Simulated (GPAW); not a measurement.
A run of GPAW 26.7.0 is set up as follows.

File run.py:

```python
import json
import numpy as np
from ase import Atoms
from ase.dft.bandgap import bandgap
from ase.io import write
from gpaw import GPAW, PW
from gpaw.response.g0w0 import G0W0

atoms = Atoms(['N', 'B'],
              cell=[[0.0, 1.813001, 1.813001],
                    [1.813001, 0.0, 1.813001],
                    [1.813001, 1.813001, 0.0]],
              scaled_positions=[[0.25, 0.25, 0.25],
                                [0.0, 0.0, 0.0]],
              pbc=True)

calc = GPAW(mode=PW(600),
            xc='PBE',
            kpts={'size': (8, 8, 8), 'gamma': True},
            occupations={'name': 'fermi-dirac', 'width': 0.001},
            nbands=11,
            convergence={'density': 1e-06},
            maxiter=150,
            txt='gpaw.txt')
atoms.calc = calc
energy = atoms.get_potential_energy()
calc.write('gs.gpw')
write('result.traj', atoms)
print(f'Energy: {energy:.6f} eV')
print('Fermi level:', round(calc.get_fermi_level(), 4), 'eV')
print(f'Gap: {bandgap(calc)[0]:.4f} eV, direct: {bandgap(calc, direct=True)[0]:.4f} eV')

calc.diagonalize_full_hamiltonian(nbands=53)
calc.write('full.gpw', mode='all')

ibz = calc.get_ibz_k_points()
gap, vbm, cbm = bandgap(calc, output=None)
gap, direct, _ = bandgap(calc, direct=True, output=None)
gamma = int(np.abs(ibz).sum(1).argmin())
kpts = sorted({gamma, vbm[1], cbm[1], direct[1]})
gw = G0W0(calc='full.gpw',
          filename='gw',
          ecut=150,
          ecut_extrapolation=True,
          relbands=(-2, 2),
          kpts=kpts,
          integrate_gamma='WS',
          ppa=True)
gw.calculate()
results = {mode: {key: np.asarray(r[key]).tolist() for key in ['f', 'eps', 'vxc', 'exx', 'sigma', 'Z', 'qp', 'sigma_eskn']}
           for mode, r in gw.all_results.items()}
json.dump({'kpts': ibz[kpts].tolist(), 'results': results}, open('gw.json', 'w'))
for mode, r in results.items():
    f, qp = np.array(r['f']), np.array(r['qp'])
    print(mode, 'quasiparticle energies (eV):')
    print(qp.round(3))
    print(mode, 'gap:', round(qp[f < 0.5].min() - qp[f > 0.5].max(), 4), 'eV')
```

Potentials or basis: GPAW PAW data sets (gpaw-data 1.2.1), pw.

Command:

```bash
$ OMP_NUM_THREADS=1 python run.py
```

Q: Estimate the quasiparticle gap.

A: 6.13 eV.

Q: What does it give for the least direct quasiparticle gap?

A: 11.00 eV.

Q: Predict the band gap on the k mesh, mean-field level.

A: 4.44 eV, indirect (least direct gap 8.78 eV).

Caveat: the k mesh is coarse; the quasiparticle gap is taken among the few k points that were corrected; the long-wavelength limit can be off by a per cent or two.

**Experimental background.**

A printed reference work, monograph reports, for a bulk crystal of BN at 300 K: band gap 6.4 eV (indirect).

Measured gap of BN: 6.4 eV (indirect; 300 K; a printed reference work, monograph). This calculation gives 6.13 eV (-0.27 eV). The value is that of G0W0 on PBE, without temperature or zero-point motion. The cell is a database's relaxed one, not the measured one, which moves gaps too.
